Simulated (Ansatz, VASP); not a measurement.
# Cross-check of ZnS (Wurtzite-2H) between VASP and Ansatz, part 2 of 2

One calculation is typed for both programs; each brings its own data sets and cutoff. How far apart do they land?

VASP 6.6.1 and Ansatz 0.2.0.

So far. Step 2 (VASP: single point, PBE): The run ends at a pressure of 2.29 GPa, with forces up to 0.33 eV/Å. Step 3 (Ansatz: single point, PBE): The run ends at a pressure of 2.33 GPa, with forces up to 0.32 eV/Å.

The database entry behind the starting cell differs from later determinations by our own check (about 0.4 % short), so it need not match the best structure at ambient conditions.

### 6. Ansatz: dielectric response, PBE

Level of this step: Ansatz beside VASP: Kohn-Sham DFT, plane waves, PBE (Ansatz).

The same cell, functional and mesh now go to Ansatz, which takes its cutoff from its data sets.

input.yaml reads:

```yaml
crystal:
  lattice:
    - [3.811, 0.0, 0.0]
    - [-1.9055, 3.3004228138, 0.0]
    - [0.0, 0.0, 6.234]
  atoms:
    - { symbol: Zn, position: [0.6666666667, 0.3333333333, 0.5] }
    - { symbol: Zn, position: [0.3333333333, 0.6666666667, 0.0] }
    - { symbol: S, position: [0.6666666667, 0.3333333333, 0.885] }
    - { symbol: S, position: [0.3333333333, 0.6666666667, 0.385] }
hamiltonian:
  xc: pbe
  pseudopotentials: { kind: paw }
kpoints:
  mp_grid: { grid: [10, 10, 5] }
scf:
  occupations: { method: fixed }
dielectric:
  method: response
```

On the command line:

```bash
> ansatz run input.yaml --threads 2 --pin off --max-ram 4608MiB --backend cpu --events-out ev --progress --plain --runs-dir out
```

Numbers of over 12 decimals in the logs are rounded to 6 here.

What it wrote:

```text
[...]
Crystal: 4 atoms, lattice volume = 78.411 Å³
Basis set: ecut = 420 eV, 1521 PW (Γ), exchange–correlation on 54×54×96 points (8 copies of the dense FFT grid, shifted against one another)
Bands: 22, of which v1, the nominal top of the filled ones, is band 18 counted from 1 (17 counted from 0)
Symmetry: 12 space group operations
k-points: 141 of 500 (irreducible under 2 space group operations, time reversal used)
[...]
-0.00000    1.93274    0.00000
[...]
site 2:
[...]
-0.00000   -0.00000   -2.04137
    site 3:
        -1.93274    0.00000   -0.00000
         0.00000   -1.93274   -0.00000
         0.00000    0.00000   -2.04137
  Z* charge neutrality: 2.475e-3 e pre-enforcement
  solved inside a basis spanned on kpoints, on 10×10×6 k-points, its susceptibility summed on 16×16×8: ε∞ is read to err by 2.1e-2, Z* by 1.4e-2 e (field_mesh: kpoints solves on kpoints); Z* is corrected for what the basis lacks
[key lines of the parts left out:]
SCF converged after 9 iterations
Free energy (F): -8445.420687 eV
Fermi energy:    5.865928 eV
```

The job ended after 2.4 min (2 threads of Arm Neoverse V1, shared host; peak memory 1.2 GiB; 4.7 min of CPU time).

### 7. Comparison

What differs besides the data sets and the points named for the pairs above, as far as they apply: VASP's response is taken on the typed mesh, Ansatz refines its own for the field response alone. Total energies have different zeros and are not compared.

The two programs side by side:

```
                                     quantity  Ansatz   VASP  difference
                                        ε∞ xx    5.84   5.82     +0.43 %
                                        ε∞ yy    5.84   5.82     +0.43 %
                                        ε∞ zz    5.90   5.89     +0.14 %
Born charge of Zn1 (mean of the diagonal) (e)    1.97   1.97        0.00
 Born charge of S3 (mean of the diagonal) (e)   -1.97  -1.97        0.00
```

### 8. VASP: single point, r2SCAN

A single point gives forces, pressure and levels at one fixed geometry, so differences don't come from the geometry; what else differs is listed under the comparison.

INCAR reads:

```
SYSTEM = ZnS
PREC = Accurate
ENCUT = 400
EDIFF = 1E-07
NELM = 100
ISMEAR = 0
SIGMA = 0.05
LREAL = .FALSE.
ALGO = Normal
METAGGA = R2SCAN
LASPH = .TRUE.
NBANDS = 56
LWAVE = .FALSE.
LCHARG = .FALSE.
KPAR = 4
LOPTICS = .TRUE.
NEDOS = 2000
CSHIFT = 0.2
```

POSCAR reads:

```
ZnS
1.0
    3.8110000000      0.0000000000      0.0000000000
   -1.9055000000      3.3004228138      0.0000000000
    0.0000000000      0.0000000000      6.2340000000
Zn S
2 2
Direct
    0.6666666667      0.3333333333      0.5000000000
    0.3333333333      0.6666666667      0.0000000000
    0.6666666667      0.3333333333      0.8850000000
    0.3333333333      0.6666666667      0.3850000000
```

KPOINTS reads:

```
Automatic mesh
0
Gamma
10 10 5
0 0 0
```

PAW data sets: Zn and S (PBE family, release 64).

On the command line:

```bash
> mpirun -np 4 vasp_std
```

What it wrote:

```text
[banner, memory and clock lines left out]
running    4 mpi-ranks, on    1 nodes
[...]
|                                                                             |
|               ----> ADVICE to this user running VASP <----                  |
|                                                                             |
|     You enforced a specific xc type in the INCAR file but a different       |
|     [... a line on the potential file left out ...]
|     I HOPE YOU KNOW WHAT YOU ARE DOING!                                     |
|                                                                             |

 LDA part: xc-table for (None), standard interpolation
 POSCAR, INCAR and KPOINTS ok, starting setup
[...]
entering main loop
       N       E                     dE             d eps       ncg     rms          rms(c)
DAV:   1     0.249688755755E+03    0.24969E+03   -0.11317E+04  5064   0.667E+02
DAV:   2    -0.458812189883E+01   -0.25428E+03   -0.21783E+03  4744   0.207E+02
DAV:   3    -0.427746632690E+02   -0.38187E+02   -0.36965E+02  5520   0.716E+01
DAV:   4    -0.438265203365E+02   -0.10519E+01   -0.10496E+01  5528   0.130E+01
[...]
DAV:  16    -0.376917271943E+02   -0.47855E-06   -0.15130E-07  4944   0.218E-03    0.481E-03
DAV:  17    -0.376917268445E+02    0.34984E-06   -0.62168E-09  3184   0.177E-03    0.545E-04
DAV:  18    -0.376917267884E+02    0.56103E-07   -0.71514E-09  3104   0.783E-04
   1 F= -.37691727E+02 E0= -.37691727E+02  d E =-.490211E-11
 optical routines
 imaginary and real dielectric function
 direction            1
 direction            2
 direction            3
```

Parts of OUTCAR (step 8):

```text
  Total        0.2238595      0.2238595     -0.6939276      0.0000000      0.0000000      0.0000000
  in kB        4.5741531      4.5741531    -14.1791254      0.0000000      0.0000000      0.0000000
  external PRESSURE =      -1.6769397 kB  Pullay stress =       0.0000000 kB

 POSITION                                       TOTAL-FORCE (eV/Angst)
 -----------------------------------------------------------------------------------
      1.90550      1.10014      3.11700        -0.000000      0.000000      0.333901
     -0.00000      2.20028      0.00000         0.000000     -0.000000      0.333901
      1.90550      1.10014      5.51709         0.000000      0.000000     -0.333901
     -0.00000      2.20028      2.40009         0.000000      0.000000     -0.333901
 -----------------------------------------------------------------------------------
    total drift:                               -0.000000      0.000000      0.076443

  FREE ENERGIE OF THE ION-ELECTRON SYSTEM (eV)
  ---------------------------------------------------
  free  energy   TOTEN  =       -37.6917267884 eV

  energy  without entropy=      -37.6917267884  energy(sigma->0) =      -37.69172679

[... 1 part as in an earlier step ...]

[... 2 further parts left out ...]
[key lines of the parts left out:]
E-fermi :   2.0909
```

### 9. Ansatz: single point, r2SCAN

The same cell, functional, mesh and smearing now go to Ansatz, which takes its cutoff from its data sets.

input.yaml, the sections that differ from step 6:

```yaml
hamiltonian:
  xc: r2scan
  pseudopotentials: { kind: paw }
scf:
  occupations: { method: gaussian, width: 0.05 }
  n_extra_bands: 5
output:
  forces: true
  stress: true
  eigenvalues: true
  write_density: true
  write_potential: true
  elf: true
  volumetric_format: npy
# crystal, kpoints: as in step 6
# dielectric: removed
```

On the command line:

```bash
> ansatz run input.yaml --threads 2 --pin off --max-ram 4608MiB --backend cpu --events-out ev --progress --plain --runs-dir out
```

What it wrote:

```text
[...]
Crystal: 4 atoms, lattice volume = 78.411 Å³
Basis set: ecut = 500 eV, 1973 PW (Γ), exchange–correlation on 120×120×192 points (64 copies of the dense FFT grid, shifted against one another)
Bands: 23, of which v1, the nominal top of the filled ones, is band 18 counted from 1 (17 counted from 0)
Symmetry: 12 space group operations
[...]
k-point 0: bands = [... 14 lower, 4.7113, 5.5782, 5.5782, 5.5870, 8.4043, 9.0854, 12.3479, 12.3479, ... 1 higher]
  k-point 1: bands = [... 14 lower, 4.7884, 4.8467, 5.4890, 5.4890, 9.0295, 9.1976, 12.3986, 12.3986, ... 1 higher]
  k-point 2: bands = [... 14 lower, 4.9953, 4.9953, 5.2625, 5.2625, 9.4901, 9.6567, 12.4687, 12.6024, ... 1 higher]
  k-point 41: bands = [... 14 lower, 2.2633, 2.7590, 4.0795, 4.3017, 10.6228, 10.7906, 11.9200, 12.8350, ... 1 higher]
[key lines of the parts left out:]
SCF converged after 7 iterations
Free energy (F): -8466.869405 eV
Fermi energy:    6.995649 eV
P = ⅓ Tr σ = 0.1163 GPa (1.163 kbar)
```

Run time: 13 s. Hardware: 2 threads; peak memory 0.51 GiB; 26 s of CPU time.

The run ends at a pressure of 0.12 GPa, with forces up to 0.32 eV/Å.

### 10. Side by side

What differs besides the data sets and the points named for the pairs above, as far as they apply: VASP keeps PBE cores, Ansatz makes them for the functional; the cutoff is 500 eV in Ansatz and 400 eV in VASP. Total energies have different zeros and are not compared.

The two programs side by side:

```
              quantity  Ansatz   VASP  difference
        pressure (GPa)    0.12  -0.17       +0.28
gap on the k mesh (eV)   2.817  2.826      -0.008
```

Forces (eV/Å; atoms numbered as in POSCAR):

```
atom        Ansatz x, y, z          VASP x, y, z
 Zn1   0.000, 0.000, 0.317   0.000, 0.000, 0.334
 Zn2   0.000, 0.000, 0.317   0.000, 0.000, 0.334
  S3  0.000, 0.000, -0.317  0.000, 0.000, -0.334
  S4  0.000, 0.000, -0.317  0.000, 0.000, -0.334
```

The forces differ by 9.9 meV/Å r.m.s., which is 5.1 % of the r.m.s. force of 0.19 eV/Å (both taken over all components). A gap on the mesh is an upper bound, since the band edges may lie between its points.

### 11. Further runs

Further runs change the set-up of one program: Ansatz's method, potentials or start, or VASP's data sets, cutoff or form of LDA. The table gives Ansatz less VASP for each quantity, since a change that brings one quantity closer may part another.

```
                              run  r.m.s. force difference (meV/Å)  pressure (GPa)  gap on the k mesh (eV)
                         as above                              9.9            0.28                 -0.0084
Ansatz's all-electron LAPW method                              9.4            0.33                 -2.2e-4
```

### 12. Results

- r.m.s. force difference (single point, PBE): 4.1 meV/Å
- difference in ε∞ xx (dielectric response, PBE): 0.43 %
- r.m.s. force difference (single point, r2SCAN): 9.9 meV/Å

What this shows: The r.m.s. force difference is 9.9 meV/Å (single point, r2SCAN), within the 12 meV/Å picked in this series as the mark of a large difference. Single point, r2SCAN, Ansatz's all-electron LAPW method: the difference in gap on the k mesh goes from -0.0084 to -2.2e-4 eV. How closely two codes agree says nothing of how well the functional describes the real material.

[Lines on the potential files, build, host, timing and source positions are cut from VASP's logs without a mark.]

[Logs are printed without paths, hosts, clocks, repeated set-up lines and the standing remarks that a program may print on its own settings, such as how far it seeks lower states.]

[Hosts, paths, dates, database ids (printed as entryN), source tags and the programs' standing remarks are cut or masked in the printed files.]
